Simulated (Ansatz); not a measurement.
Ni, one cell by several methods

```
CELL_PARAMETERS angstrom
2.39847 0.00000 0.00000
-1.19924 2.07714 0.00000
0.00000 0.00000 3.99037
ATOMIC_POSITIONS crystal
Ni 0.33333 0.66667 0.25000
Ni 0.66667 0.33333 0.75000
```

Atoms are numbered in the order listed.

The cell is the one relaxed in the Materials Project (mp-10257), not relaxed further here; entries there can be hypothetical. The listed cell was then made from it by scaling, straining or moving an atom.

The magnetic state is the one reached from the start moments; no search over orders was made, so it needn't be the ground state.

Levels of theory: DFT, LDA, PAW with Ansatz's default frozen-core files, scalar-relativistic (Ansatz 0.2.0); DFT, LDA, all-electron PAW with datasets made for the crystal, scalar-relativistic (Ansatz 0.2.0); DFT, LDA, all-electron LAPW, scalar-relativistic (Ansatz 0.2.0).

For PAW: a Γ-centred 15×15×8 k mesh, Fermi–Dirac smearing of 0.08 eV, cutoff 420 eV, spin-polarised from start moments Ni1 1.5, Ni2 1.5 μB; the PAW files were made with PBE, and the program remakes their frozen cores for this functional. The crystal-made all-electron datasets (AE datasets) take a cutoff of 360 eV at this cell. LAPW targets a basis error of 1 meV/atom. The Ansatz runs share mesh, smearing and spin set-up. Plane-wave (PAW) pressures include the program's estimate of the Pulay term.

Stress and pressure are positive in compression.

The change that made this cell: volume scaled by 0.9405.

```
               quantity    PAW  AE datasets   LAPW
         pressure (GPa)      ?         3.45   3.45
        stress xx (GPa)      ?         4.89   4.90
        stress zz (GPa)      ?         0.57   0.56
moment of the cell (μB)  1.220        1.219  1.219
```

(1) Give the missing entry: row "stress zz (GPa)", column "PAW".

(2) Give the missing entry: row "pressure (GPa)", column "PAW".

(3) Give the missing entry: row "stress xx (GPa)", column "PAW".

## Answers

(1) 0.62.

(2) 3.54.

(3) 4.99.
